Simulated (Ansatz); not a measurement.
Wurtzite CaO (it has left that coordination), relaxed with r2SCAN in Ansatz 0.2.0. It is hexagonal, P6_3/mmc (No. 194); a = 3.981 Å, c = 4.770 Å in the conventional setting, 16.37 Å³ an atom. Around Ca lie 5 O at 2.30–2.39 Å; around O lie 5 Ca at 2.30–2.39 Å. The cell started from the wurtzite prototype, but the relaxation took it to the higher symmetry P6_3/mmc (No. 194), so the name no longer describes it.

The axes x, y and z are those of this cell:
```
Ca O
1.0
     3.98084    0.00000    0.00000
    -1.99042    3.44751    0.00000
     0.00000    0.00000    4.77044
Ca O
2 2
Direct
  0.33333 0.66667 0.93750
  0.66667 0.33333 0.43750
  0.33333 0.66667 0.43750
  0.66667 0.33333 0.93750
```

Unstrained: With PBE the gap is 3.206 eV and direct, at Γ. The r2SCAN gap is direct at Γ: 3.633 eV. With HSE06 the gap is 4.579 eV and direct, at Γ. Meshes: PBE 12×12×6, r2SCAN 12×12×6, HSE06 6×6×4. Strains are changes of length per length, and xy shears are angles. After each strain the atoms were relaxed again with r2SCAN within the symmetry that the strain leaves, so tilts or polar shifts that break it weren't tested; points keep the names that they have in the unstrained zone. The cell comes from a prototype generator: it can be a known phase or a hypothetical one. Spin polarisation is off.

Question: Apply epitaxial +1.0 % in the xy plane, free normal strain -0.48 %. How far does the gap move, against the unstrained cell?

Answer: PBE: the gap goes from 3.206 to 3.109 eV (-0.097 eV). r2SCAN: the gap goes from 3.633 to 3.531 eV (-0.102 eV). HSE06: the gap goes from 4.579 to 4.481 eV (-0.098 eV). The r2SCAN energy rises by 1.9 meV an atom.

Question: Estimate what isotropic +1.5 % on every length does to the gap.

Answer: PBE: the gap goes from 3.206 to 3.048 eV (-0.158 eV). r2SCAN: the gap goes from 3.633 to 3.473 eV (-0.160 eV). HSE06: the gap goes from 4.579 to 4.399 eV (-0.180 eV). The r2SCAN energy rises by 9.3 meV an atom.

Question: Apply xy shear, engineering strain (angle) -1.0 %. How far does the gap move, against the unstrained cell?

Answer: PBE: the gap goes from 3.206 to 3.206 eV (0.000 eV). r2SCAN: the gap goes from 3.633 to 3.633 eV (0.000 eV). HSE06: the gap goes from 4.579 to 4.579 eV (0.000 eV). The r2SCAN energy rises by 0.1 meV an atom.

The meshes of the hybrids are coarse, so their gaps aren't converged to the digits shown.
